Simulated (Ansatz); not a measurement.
# GaN: the cost of one run

Method: DFT PBE, scalar-relativistic, plane waves, PAW, in Ansatz 0.2.0.

## 1. The starting structure

It takes space group F-43m (No. 216, cubic). Conventional cell: a = 4.507 Å, b = 4.507 Å, c = 4.507 Å, α = 90.00°, β = 90.00°, γ = 90.00°. Ga (site symmetry -43m) is surrounded by 4 N at 1.95 Å. Around N (site symmetry -43m) lie 4 Ga at 1.95 Å.

Structure file:

```
CELL_PARAMETERS angstrom
0.00000 6.76050 6.76050
6.76050 0.00000 6.76050
6.76050 6.76050 0.00000
ATOMIC_POSITIONS crystal
Ga 0.00000 0.00000 0.00000
Ga 0.00000 0.00000 0.33333
Ga 0.00000 0.00000 0.66667
Ga 0.00000 0.33333 0.00000
Ga 0.00000 0.33333 0.33333
Ga 0.00000 0.33333 0.66667
Ga 0.00000 0.66667 0.00000
Ga 0.00000 0.66667 0.33333
Ga 0.00000 0.66667 0.66667
Ga 0.33333 0.00000 0.00000
Ga 0.33333 0.00000 0.33333
Ga 0.33333 0.00000 0.66667
Ga 0.33333 0.33333 0.00000
Ga 0.33333 0.33333 0.33333
Ga 0.33333 0.33333 0.66667
Ga 0.33333 0.66667 0.00000
Ga 0.33333 0.66667 0.33333
Ga 0.33333 0.66667 0.66667
Ga 0.66667 0.00000 0.00000
Ga 0.66667 0.00000 0.33333
Ga 0.66667 0.00000 0.66667
Ga 0.66667 0.33333 0.00000
Ga 0.66667 0.33333 0.33333
Ga 0.66667 0.33333 0.66667
Ga 0.66667 0.66667 0.00000
Ga 0.66667 0.66667 0.33333
Ga 0.66667 0.66667 0.66667
N 0.25000 0.25000 0.25000
N 0.25000 0.25000 0.58333
N 0.25000 0.25000 0.91667
N 0.25000 0.58333 0.25000
N 0.25000 0.58333 0.58333
N 0.25000 0.58333 0.91667
N 0.25000 0.91667 0.25000
N 0.25000 0.91667 0.58333
N 0.25000 0.91667 0.91667
N 0.58333 0.25000 0.25000
N 0.58333 0.25000 0.58333
N 0.58333 0.25000 0.91667
N 0.58333 0.58333 0.25000
N 0.58333 0.58333 0.58333
N 0.58333 0.58333 0.91667
N 0.58333 0.91667 0.25000
N 0.58333 0.91667 0.58333
N 0.58333 0.91667 0.91667
N 0.91667 0.25000 0.25000
N 0.91667 0.25000 0.58333
N 0.91667 0.25000 0.91667
N 0.91667 0.58333 0.25000
N 0.91667 0.58333 0.58333
N 0.91667 0.58333 0.91667
N 0.91667 0.91667 0.25000
N 0.91667 0.91667 0.58333
N 0.91667 0.91667 0.91667
```

The runs take a perfect supercell of 54 atoms; the defect goes to fractional position (0.000, 0.000, 0.000).

## 2. The perfect supercell

input.yaml

```yaml
crystal:
  lattice:
    - [0.0, 6.760502, 6.760502]
    - [6.760502, 0.0, 6.760502]
    - [6.760502, 6.760502, 0.0]
  atoms:
    - { symbol: Ga, position: [0.0, 0.0, 0.0] }
    - { symbol: Ga, position: [0.0, 0.0, 0.333333] }
    - { symbol: Ga, position: [0.0, 0.0, 0.666667] }
    - { symbol: Ga, position: [0.0, 0.333333, 0.0] }
    - { symbol: Ga, position: [0.0, 0.333333, 0.333333] }
    - { symbol: Ga, position: [0.0, 0.333333, 0.666667] }
    - { symbol: Ga, position: [0.0, 0.666667, 0.0] }
    - { symbol: Ga, position: [0.0, 0.666667, 0.333333] }
    - { symbol: Ga, position: [0.0, 0.666667, 0.666667] }
    - { symbol: Ga, position: [0.333333, 0.0, 0.0] }
    - { symbol: Ga, position: [0.333333, 0.0, 0.333333] }
    - { symbol: Ga, position: [0.333333, 0.0, 0.666667] }
    - { symbol: Ga, position: [0.333333, 0.333333, 0.0] }
    - { symbol: Ga, position: [0.333333, 0.333333, 0.333333] }
    - { symbol: Ga, position: [0.333333, 0.333333, 0.666667] }
    - { symbol: Ga, position: [0.333333, 0.666667, 0.0] }
    - { symbol: Ga, position: [0.333333, 0.666667, 0.333333] }
    - { symbol: Ga, position: [0.333333, 0.666667, 0.666667] }
    - { symbol: Ga, position: [0.666667, 0.0, 0.0] }
    - { symbol: Ga, position: [0.666667, 0.0, 0.333333] }
    - { symbol: Ga, position: [0.666667, 0.0, 0.666667] }
    - { symbol: Ga, position: [0.666667, 0.333333, 0.0] }
    - { symbol: Ga, position: [0.666667, 0.333333, 0.333333] }
    - { symbol: Ga, position: [0.666667, 0.333333, 0.666667] }
    - { symbol: Ga, position: [0.666667, 0.666667, 0.0] }
    - { symbol: Ga, position: [0.666667, 0.666667, 0.333333] }
    - { symbol: Ga, position: [0.666667, 0.666667, 0.666667] }
    - { symbol: "N", position: [0.25, 0.25, 0.25] }
    - { symbol: "N", position: [0.25, 0.25, 0.583333] }
    - { symbol: "N", position: [0.25, 0.25, 0.916667] }
    - { symbol: "N", position: [0.25, 0.583333, 0.25] }
    - { symbol: "N", position: [0.25, 0.583333, 0.583333] }
    - { symbol: "N", position: [0.25, 0.583333, 0.916667] }
    - { symbol: "N", position: [0.25, 0.916667, 0.25] }
    - { symbol: "N", position: [0.25, 0.916667, 0.583333] }
    - { symbol: "N", position: [0.25, 0.916667, 0.916667] }
    - { symbol: "N", position: [0.583333, 0.25, 0.25] }
    - { symbol: "N", position: [0.583333, 0.25, 0.583333] }
    - { symbol: "N", position: [0.583333, 0.25, 0.916667] }
    - { symbol: "N", position: [0.583333, 0.583333, 0.25] }
    - { symbol: "N", position: [0.583333, 0.583333, 0.583333] }
    - { symbol: "N", position: [0.583333, 0.583333, 0.916667] }
    - { symbol: "N", position: [0.583333, 0.916667, 0.25] }
    - { symbol: "N", position: [0.583333, 0.916667, 0.583333] }
    - { symbol: "N", position: [0.583333, 0.916667, 0.916667] }
    - { symbol: "N", position: [0.916667, 0.25, 0.25] }
    - { symbol: "N", position: [0.916667, 0.25, 0.583333] }
    - { symbol: "N", position: [0.916667, 0.25, 0.916667] }
    - { symbol: "N", position: [0.916667, 0.583333, 0.25] }
    - { symbol: "N", position: [0.916667, 0.583333, 0.583333] }
    - { symbol: "N", position: [0.916667, 0.583333, 0.916667] }
    - { symbol: "N", position: [0.916667, 0.916667, 0.25] }
    - { symbol: "N", position: [0.916667, 0.916667, 0.583333] }
    - { symbol: "N", position: [0.916667, 0.916667, 0.916667] }
basis:
  ecutwfc: 420
  fft_grid_basis: typed
kpoints:
  mp_grid: { grid: [2, 2, 2] }
hamiltonian:
  xc: pbe
  pseudopotentials: { kind: paw }
scf:
  occupations: { method: gaussian, width: 0.05 }
output:
  forces: true
  stress: false
  eigenvalues: true
  bader: false
  write_density: true
  volumetric_format: npy
```

Launch:

```bash
ansatz run input.yaml --threads 8 --pin off --max-ram 16384MiB --backend cpu --events-out ev --progress --plain --runs-dir out
```

**Question.** How long does this run take on 8 threads of Arm Neoverse V2, shared host, and how much memory does it need?

About 5.3 s, with a peak of 2.7 GiB.
